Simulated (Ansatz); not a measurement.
Runs of Ansatz 0.2.0 on BAs. Symmetry: F-43m, No. 216, cubic system. The conventional cell has a = 4.777 Å, b = 4.777 Å, c = 4.777 Å, α = 90.00°, β = 90.00°, γ = 90.00°. As (site symmetry -43m) has 4 B at 2.07 Å as nearest neighbours. B (site symmetry -43m) is surrounded by 4 As at 2.07 Å. 

```csv
task,level,cell,cutoff (eV),smearing,points for each segment of the path,gap on the mesh (eV),pressure (GPa),relaxed volume (Å³/atom)
band structure,r2SCAN,as given,500,fermi-dirac 0.05 eV,14,1.37,0.6,-
single point,PBE,as given,420,gaussian 0.012 eV,-,(c),(b),-
relaxation of cell and atoms,revPBE,relaxed,420,fermi-dirac 0.05 eV,-,1.24,0.0,14.11
band structure,BLYP,as given,420,fermi-dirac 0.05 eV,14,1.41,7.8,-
relaxation of cell and atoms,BLYP,relaxed,420,fermi-dirac 0.05 eV,-,1.45,0.0,(a)
```

Alike in all rows: potentials or basis Ansatz PAW; no spin polarisation; k mesh 10 × 10 × 10.

Problem. Fill in the values left out.

Solution. (a) 14.45; (b) 2.8; (c) 1.18.

Caveats: the PAW data sets come from PBE, with cores solved anew for the run's functional, which leaves a small shift of forces and pressure (some runs); the plane-wave basis is chosen anew once the cell has moved, so the energies of steps on either side of that aren't comparable (some runs).

A k mesh can miss the band edges, and the runs leave out spin-orbit coupling on As.
